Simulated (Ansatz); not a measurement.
Something may be wrong with this Ansatz 0.2.0 calculation of BP.

input.yaml

```yaml
crystal:
  lattice:
    - [0.0, 2.269, 2.269]
    - [2.269, 0.0, 2.269]
    - [2.269, 2.269, 0.0]
  atoms:
    - { symbol: P, position: [0.75, 0.75, 0.75] }
    - { symbol: B, position: [0.0, 0.0, 0.0] }
hamiltonian:
  xc: hse06
  pseudopotentials: { kind: paw, source: ansatz }
  dispersion: d3bjatm
kpoints:
  mp_grid: { grid: [5, 5, 5] }
scf:
  occupations: { method: gaussian, width: 0.02 }
  max_iter: 75
output:
  forces: true
  stress: true
  eigenvalues: true
  bader: true
  populations: true
basis:
  ecutwfc: "40 Ry/bohr"
```

Potentials or basis: Ansatz PAW earlier set.

The run is started by

```console
$ ansatz run input.yaml --threads 1 --pin off --max-ram 2560MiB --backend cpu --events-out ev --progress --plain --runs-dir out
```

Output:

```text
Error: YAML parse error: error: line 25 column 12: unknown unit factor `Ry/bohr`
  --> <input>:25:12
   |
23 |   populations: true
24 | basis:
25 |   ecutwfc: "40 Ry/bohr"
   |            ^ unknown unit factor `Ry/bohr`
```

Task: Diagnose the run.

Result: The program refused the input. The input holds a flaw that was put in on purpose: a cutoff in the wrong unit (basis.ecutwfc = 40 Ry/bohr).
